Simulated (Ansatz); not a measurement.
Zincblende KCl, relaxed with r2SCAN. The symmetry is F-43m (No. 216, cubic); conventional cell a = 7.015 Å, 43.14 Å³ an atom. Around K lie 4 Cl at 3.04 Å; around Cl lie 4 K at 3.04 Å.

```cif
data_structure
_symmetry_space_group_name_H-M 'F-43m'
_symmetry_Int_Tables_number 216
_cell_length_a 7.0146
_cell_length_b 7.0146
_cell_length_c 7.0146
_cell_angle_alpha 90.000
_cell_angle_beta 90.000
_cell_angle_gamma 90.000
_cell_volume 345.15
loop_
_atom_site_label
_atom_site_type_symbol
_atom_site_symmetry_multiplicity
_atom_site_Wyckoff_symbol
_atom_site_fract_x
_atom_site_fract_y
_atom_site_fract_z
_atom_site_occupancy
K1 K 4 a 0.00000 0.00000 0.00000 1
Cl1 Cl 4 d 0.25000 0.25000 0.75000 1
```

4 runs of Ansatz on this cell differ in the functional (and in the settings that go with it). Levels are in eV from each run's valence top; v1 is the last filled band, c1 the first empty one.

Run A, mean stress 0.0 GPa (compression positive):
```
     point     v2     v1     c1     c2
         Γ  -0.03  -0.03   8.99  14.42
         X   0.00   0.00  10.93  12.12
         U  -0.11   0.00  11.17  12.15
         L  -0.01  -0.01  11.55  11.83
         W  -0.18  -0.01  11.18  12.12
X–U (0.67)  -0.06   0.00  11.05  12.12
```

Run B, mean stress 0.0 GPa (compression positive):
```
     point     v2     v1    c1     c2
         Γ  -0.04  -0.04  6.03  10.97
         X   0.00   0.00  7.87   9.02
         U  -0.11   0.00  8.08   9.06
         L  -0.01  -0.01  8.51   8.81
         W  -0.18   0.00  8.09   9.02
X–U (0.67)  -0.05   0.00  7.98   9.03
```

Run C, mean stress -1.2 GPa (compression positive):
```
     point     v2     v1    c1    c2
         Γ  -0.04  -0.04  4.46  9.14
         X   0.00   0.00  6.41  7.42
         U  -0.11   0.00  6.60  7.46
         L  -0.01  -0.01  6.99  7.13
         W  -0.19  -0.01  6.61  7.41
X–U (0.67)  -0.06   0.00  6.50  7.42
```

Run D, mean stress +1.2 GPa (compression positive):
```
     point     v2     v1     c1     c2
         Γ  -0.03  -0.03  12.34  18.71
         X   0.00   0.00  14.23  15.69
         U  -0.13   0.00  14.50  15.70
         L   0.00   0.00  14.92  15.36
         W  -0.21  -0.01  14.51  15.69
X–U (0.67)  -0.06   0.00  14.36  15.69
```

Q: Match the runs to LDA, r2SCANh, DDH-PBE0, Hartree-Fock.

A: A is DDH-PBE0, B is r2SCANh, C is LDA, D is Hartree-Fock. In order of the gap: LDA 4.46, r2SCANh 6.03, DDH-PBE0 8.99, Hartree-Fock 12.34 eV.

All values are calculated for a non-magnetic cell, which may be hypothetical.

The program warns that its thresholds are loose for a hybrid's stress.

Where an edge lies off the special points, it is a point of the mesh or the k point where a search put PBE's edge or least direct gap, reused for the other functionals, whose own edges may lie a little apart.

The meshes of the hybrids are coarse, so their gaps aren't converged to the digits shown.
